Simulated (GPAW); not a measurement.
# CuI (Marshite): one start, several treatments of the self-energy

How much does the gap of CuI (Marshite) depend on the approximation to the self-energy?

Method: PBE and many-body steps on it, plane waves, in GPAW 26.7.0.

Most raw output is cut from this account.

The database entry behind the starting cell differs from later determinations by our own check (about 0.15 % long (mineral sample)), so it need not match the best structure at ambient conditions.

### 1. Starting point

It takes space group F-43m (No. 216, cubic). The conventional cell has a = 6.063 Å, b = 6.063 Å, c = 6.063 Å, α = 90.00°, β = 90.00°, γ = 90.00°. Cu has 4 I at 2.63 Å nearest. Nearest to I lie 4 Cu at 2.63 Å. Farther neighbours and most contacts between anions are not listed.

Coordinates:

```cif
data_structure
_symmetry_space_group_name_H-M 'P 1'
_symmetry_Int_Tables_number 1
_cell_length_a 4.2872
_cell_length_b 4.2872
_cell_length_c 4.2872
_cell_angle_alpha 60.000
_cell_angle_beta 60.000
_cell_angle_gamma 60.000
_cell_volume 55.72
loop_
_atom_site_label
_atom_site_type_symbol
_atom_site_fract_x
_atom_site_fract_y
_atom_site_fract_z
_atom_site_occupancy
Cu1 Cu 0.25000 0.25000 0.25000 1
I2 I 0.00000 0.00000 0.00000 1
```

The cell and positions come from the Crystallography Open Database and are kept as given unless a step says otherwise. Spin-orbit coupling is left out unless a step names it.

### 2. Empty states on the mesh, 4×4×4 mesh, 667 bands

This step: GPAW 26.7.0; DFT, PBE, plane waves, PAW.

The sums over transitions need many empty states on a uniform mesh; this step solves for them.

The input, run.py:

```python
import json
import numpy as np
from gpaw.mpi import world
from gpaw import GPAW

calc = GPAW('gs.gpw').fixed_density(kpts={'size': (4, 4, 4), 'gamma': True},
    parallel={'domain': 1, 'band': 1},
    txt='nscf.txt')
calc.diagonalize_full_hamiltonian(nbands=667)
calc.write('full.gpw', mode='all')
res = {}
kpts = calc.get_ibz_k_points()
res['kpts'] = kpts
res['eigenvalues'] = [calc.get_eigenvalues(kpt=k) for k in range(len(kpts))]
res['n_electrons'] = calc.get_number_of_electrons()

if world.rank == 0:
    with open('result.json', 'w') as f:
        json.dump(res, f, default=lambda x: x.tolist())
```

On the command line:

```console
$ mpirun -n 4 gpaw python run.py
```

It took 21 s on 4 MPI ranks of Arm Neoverse V1, shared host; peak memory 1.9 GiB.

Numbers from this step:

```yaml
gap: 1.138 eV
k_of_the_valence_top: 0, 0, 0
k_of_the_conduction_bottom: 0, 0, 0
least_direct_gap: 1.138 eV
k_points_computed: 8
lowest_point_of_the_top_converged_band_above_the_valence_top: 289.9572 eV
```

On this mesh the gap is 1.138 eV.

### 3. G0W0, Godby-Needs plasmon pole

G0W0 replaces the xc potential by the self-energy, built once from these orbitals. Only a window of levels is corrected, while the sums run over the empty bands that the input names.

This step: G0W0 on PBE, plane waves, PAW.

The input, run.py:

```python
import json
import numpy as np
from gpaw.mpi import world
from gpaw.response.g0w0 import G0W0

gw = G0W0('full.gpw',
    filename='gw',
    kpts=[0],
    bands=(7, 11),
    ecut=180,
    nbands=305,
    integrate_gamma='WS',
    ppa=True)
gw.calculate()
res = {mode: {k: v for k, v in r.items() if k != 'sigma_eskwn'}
       for mode, r in gw.all_results.items()}

if world.rank == 0:
    with open('result.json', 'w') as f:
        json.dump(res, f, default=lambda x: x.tolist())
```

On the command line:

```console
$ mpirun -n 4 gpaw python run.py
```

Elapsed: 1.7 min, on 4 MPI ranks; peak memory 1.6 GiB.

Numbers from this step:

```
G0W0 gap on the points computed              : 1.991 eV
least direct G0W0 gap on the computed points : 1.991 eV
Z at the valence top                         : 0.7388
Z at the conduction bottom                   : 0.8117
starting gap on the mesh                     : 1.138 eV
k of the valence top                         : 0, 0, 0
k of the conduction bottom                   : 0, 0, 0
```

The gap on the mesh goes from 1.14 eV to 1.99 eV, a correction of +0.85 eV.

### 4. One-shot HSE06

This step: one-shot HSE06 levels on PBE orbitals, plane waves, PAW.

The input, run.py:

```python
import json
import numpy as np
from gpaw.mpi import world
from gpaw.hybrids.eigenvalues import non_self_consistent_eigenvalues

dft, vxc, vxc_hyb = non_self_consistent_eigenvalues('full.gpw', 'HSE06', 7, 11, kpt_indices=[0])
res = {'dft': dft[0], 'hybrid': (dft - vxc + vxc_hyb)[0]}
if world.rank == 0:
    with open('hybrid.txt', 'w') as f:
        for k, e0, e1 in zip([0], res['dft'], res['hybrid']):
            print(k, ' '.join(f'{x:9.4f}' for x in e0), '|', ' '.join(f'{x:9.4f}' for x in e1), file=f)

if world.rank == 0:
    with open('result.json', 'w') as f:
        json.dump(res, f, default=lambda x: x.tolist())
```

On the command line:

```console
$ mpirun -n 4 gpaw python run.py
```

The job ended after 3.3 s (4 MPI ranks; peak memory 0.48 GiB).

Numbers from this step:

* starting gap on the mesh: 1.138 eV
* hybrid gap on the mesh: 2.961 eV
* least direct hybrid gap on the computed points: 2.961 eV

### 5. G0W0, extrapolated in the cutoff

This step: G0W0 on PBE, plane waves, PAW.

The input, run.py:

```python
import json
import numpy as np
from gpaw.mpi import world
from gpaw.response.g0w0 import G0W0

gw = G0W0('full.gpw',
    filename='gw',
    kpts=[0],
    bands=(7, 11),
    ecut=300.0,
    integrate_gamma='WS',
    ppa=True,
    ecut_extrapolation=True)
gw.calculate()
res = {mode: {k: v for k, v in r.items() if k != 'sigma_eskwn'}
       for mode, r in gw.all_results.items()}

if world.rank == 0:
    with open('result.json', 'w') as f:
        json.dump(res, f, default=lambda x: x.tolist())
```

On the command line:

```console
$ mpirun -n 4 gpaw python run.py
```

Elapsed: 20 min, on 4 MPI ranks; peak memory 2.5 GiB.

This step gave:

| Property | Result |
| --- | --- |
| quasiparticle gap on the points computed | 1.951 eV |
| least direct quasiparticle gap on the computed points | 1.951 eV |
| Z at the valence top | 0.7354 |
| Z at the conduction bottom | 0.8116 |
| starting gap on the mesh | 1.138 eV |
| k of the valence top | 0, 0, 0 |
| k of the conduction bottom | 0, 0, 0 |
| gaps at the cutoffs of the extrapolation | 1.961, 1.959, 1.959 eV |

Against G0W0 in GPAW (4×4×4 mesh, 305 bands, screening to 180 eV, Godby-Needs plasmon pole), the gap moves by −0.041 eV.

### 6. One-shot Hartree-Fock

This step: one-shot Hartree-Fock levels on PBE orbitals, plane waves, PAW.

The input, run.py:

```python
import json
import numpy as np
from gpaw.mpi import world
from gpaw.hybrids.eigenvalues import non_self_consistent_eigenvalues

dft, vxc, vxc_hyb = non_self_consistent_eigenvalues('full.gpw', 'EXX', 7, 11, kpt_indices=[0])
res = {'dft': dft[0], 'hybrid': (dft - vxc + vxc_hyb)[0]}
if world.rank == 0:
    with open('hybrid.txt', 'w') as f:
        for k, e0, e1 in zip([0], res['dft'], res['hybrid']):
            print(k, ' '.join(f'{x:9.4f}' for x in e0), '|', ' '.join(f'{x:9.4f}' for x in e1), file=f)

if world.rank == 0:
    with open('result.json', 'w') as f:
        json.dump(res, f, default=lambda x: x.tolist())
```

On the command line:

```console
$ mpirun -n 4 gpaw python run.py
```

Wall time 3.4 s (4 MPI ranks); peak memory 0.45 GiB.

Numbers from this step:

- starting gap on the mesh: 1.138 eV
- hybrid gap on the mesh: 11.58 eV
- least direct hybrid gap on the computed points: 11.58 eV

### 7. G0W0, full frequency, Hilbert transform

This step: G0W0 on PBE, plane waves, PAW.

The input, run.py:

```python
import json
import numpy as np
from gpaw.mpi import world
from gpaw.response.g0w0 import G0W0

gw = G0W0('full.gpw',
    filename='gw',
    kpts=[0],
    bands=(7, 11),
    ecut=180,
    nbands=305,
    integrate_gamma='WS',
    frequencies={'type': 'nonlinear', 'domega0': 0.1, 'omega2': 15.0},
    eta=0.1,
    nblocksmax=True)
gw.calculate()
res = {mode: {k: v for k, v in r.items() if k != 'sigma_eskwn'}
       for mode, r in gw.all_results.items()}

if world.rank == 0:
    with open('result.json', 'w') as f:
        json.dump(res, f, default=lambda x: x.tolist())
```

On the command line:

```console
$ mpirun -n 4 gpaw python run.py
```

The job ended after 5.9 min (4 MPI ranks; peak memory 3.4 GiB).

Numbers from this step:

* G0W0 gap on the points computed: 2.070 eV
* least direct G0W0 gap on the computed points: 2.070 eV
* starting gap on the mesh: 1.138 eV
* k of the valence top: 0, 0, 0
* k of the conduction bottom: 0, 0, 0

Against G0W0 in GPAW (4×4×4 mesh, 305 bands, screening to 180 eV, Godby-Needs plasmon pole), the gap moves by +0.079 eV.

### 8. The runs together

Times are wall times on 4 MPI ranks of Arm Neoverse V1, shared host, good to a factor of about two.

```csv
run,mesh,bands,screening cutoff (eV),DFT gap (eV),gap on the mesh (eV),direct (eV),time
"G0W0, Godby-Needs plasmon pole",4×4×4,305,180,1.138,1.991,1.991,1.7 min
one-shot HSE06,4×4×4,-,-,1.138,2.961,2.961,3.3 s
"G0W0, extrapolated in the cutoff",4×4×4,-,300,1.138,1.951,1.951,20 min
one-shot Hartree-Fock,4×4×4,-,-,1.138,11.580,11.580,3.4 s
"G0W0, full frequency, Hilbert transform",4×4×4,305,180,1.138,2.070,2.070,5.9 min
```

### 9. Results

```json
{"G0W0, Godby-Needs plasmon pole": "1.991 eV", "one-shot HSE06": "2.961 eV", "G0W0, extrapolated in the cutoff": "1.951 eV", "one-shot Hartree-Fock": "11.580 eV", "G0W0, full frequency, Hilbert transform": "2.070 eV", "known limits": "not at the basis limit; no spin polarisation; d shell near the gap, gap tends to lie low; no spin-orbit coupling"}
```

One-shot HSE06: +0.970 eV against G0W0, Godby-Needs plasmon pole. G0W0, extrapolated in the cutoff: −0.041 eV against G0W0, Godby-Needs plasmon pole, at other bands or cutoff, so not like for like. One-shot Hartree-Fock: +9.589 eV against G0W0, Godby-Needs plasmon pole. G0W0, full frequency, Hilbert transform: +0.079 eV against G0W0, Godby-Needs plasmon pole. Bare exchange alone opens the gap to 11.58 eV; against G0W0, correlation takes back 9.59 eV. One-shot hybrid levels are evaluated on the PBE orbitals. Bands and cutoff are finite, so the gap is not at the basis limit. The miss can reach some tenths of an eV and take either sign; the mesh is an error of its own. These stock PAW sets were not made for GW; the filled d or f shell of I lies in the frozen core, which bears on start and correction. In the G0W0 runs levels were corrected at 1 k point alone, so a gap called «on the mesh» is the least over those, and an edge elsewhere would be missed. The program warns of a poor linear fit in the extrapolation of some level, so the extrapolated values are rough. A d shell, filled or nearly so, lies near the gap. One-shot GW converges very slowly in bands there, not always from below, and on a semilocal start the gap tends to come out low; starts rich in exact exchange can overshoot instead. The many-body steps are scalar-relativistic: spin-orbit coupling is not in them.

[Paths, hosts, dates, memory and timing lines, banners, echoed tables and standing remarks are left out of the program output.]

[Logs are printed without paths, hosts, clocks, repeated set-up lines and the standing remarks that a program may print on its own settings, such as how far it seeks lower states.]

[Runs of the session that timed out or met a known fault of the program may be left out.]

[Hosts, paths, dates, database ids (printed as entryN), source tags and the programs' standing remarks are cut or masked in the printed files.]
